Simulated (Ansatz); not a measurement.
CuI (Marshite):

```
CELL_PARAMETERS angstrom
0.00000 3.03150 3.03150
3.03150 0.00000 3.03150
3.03150 3.03150 0.00000
ATOMIC_POSITIONS crystal
I 0.00000 0.00000 0.00000
Cu 0.75000 0.75000 0.75000
```

Base run:

- Program: Ansatz 0.2.0
- Functional: PBE
- Potentials or basis: Ansatz PAW
- Cutoff: 420 eV (not typed: the program's choice for these potentials)
- k mesh: 8 × 8 × 8
- Occupations: fermi-dirac, width 0.05 eV
- Spin: no spin polarisation
- Hubbard terms: Cu d U = 4.5 eV

Its results: band gap on the k mesh 1.91 eV, direct; pressure 1.1 GPa.

Question: The run is repeated on the same cell with these changes: k mesh from 8 × 8 × 8 to 4 × 4 × 4; hubbard terms from Cu d U = 4.5 eV to none; hubbard projectors from ortho-atomic (the default) to none. What comes out?

Answer: Band gap on the k mesh 1.12 eV, direct; pressure 0.6 GPa.

Several settings changed at once, so the effect can't be laid on one alone.

Caveats: some runs use coarse meshes; spin-orbit coupling is left out, which moves the levels of the heavy elements.
